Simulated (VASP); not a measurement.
**Ti under changes of volume**

One of the cells (16.624 Å³/atom); the others are scaled copies at fixed shape and fractional positions:

```
CELL_PARAMETERS angstrom
0.00000 2.02565 2.02565
2.02565 0.00000 2.02565
2.02565 2.02565 0.00000
ATOMIC_POSITIONS crystal
Ti 0.00000 0.00000 0.00000
```

This isn't the form of Ti at room conditions, which is hcp.

| Property | Result |
| --- | --- |
| Program | VASP 6.6.1 |
| Functional | PBEsol |
| Potentials or basis | VASP PAW PBE potentials, release 64 (Ti_sv) |
| Cutoff | 520 eV |
| k mesh | 10 × 10 × 10 |
| Occupations | fermi-dirac, width 0.05 eV |
| Spin | no spin polarisation |

```tsv
volume (Å³/atom)	energy over the lowest point (meV/atom)	pressure (GPa)
15.959	9.77	5.0
16.291	2.24	2.4
16.624	0.00	0.0
16.956	2.54	-2.2
17.289	?	?
```

Question: What does the run at 17.289 Å³/atom give?

Answer: Energy over the lowest point 9.43 meV/atom; pressure -4.2 GPa.

Worked out: A Birch-Murnaghan fit of order 2 (a polynomial in V^(-2/3)) to the other rows has its minimum at 16.61 Å³/atom with B0 = V·E''(V) = 116 GPa. It gives 9.43 meV/atom at 17.289 Å³/atom, against the run's 9.43, and -dE/dV = -4.3 GPa, against -4.2.

Energies are extrapolated to zero smearing.

Caveats: the PAW data sets were made with another functional, which shifts forces and pressure a little.
